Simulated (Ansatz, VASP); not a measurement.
**S: VASP beside Ansatz**

```xyz
2
Lattice="0.0000 2.7698 2.7698 2.7698 0.0000 2.7698 2.7698 2.7698 0.0000" Properties=species:S:1:pos:R:3 pbc="T T T"
S    -0.6925   -0.6925   -0.6925
S     0.6925    0.6925    0.6925
```

Alike in both runs: task relaxation of cell and atoms; functional PBE; k mesh 13 × 13 × 13; occupations fermi-dirac, width 0.08 eV; no spin polarisation.

|  | VASP | Ansatz |
| --- | --- | --- |
| version | VASP 6.6.1 | Ansatz 0.2.0 |
| potentials or method | VASP PAW PBE potentials, release 64 (S) | PAW with Ansatz's default frozen-core files, scalar-relativistic |
| plane-wave cutoff (eV) | 600 | 420 |
| valence electrons in the cell | 12 | 12 |

Ansatz gave:

```
relaxed volume (Å³/atom)                                     : 24.26
relaxed cell length with the largest relative difference (Å) : 4.094
energy change over the relaxation (meV/atom)                 : -63
```

Q: What did VASP give for the same quantities?

A: Relaxed volume (Å³/atom): 24.24; relaxed cell length with the largest relative difference (Å): 4.093; energy change over the relaxation (meV/atom): -62.
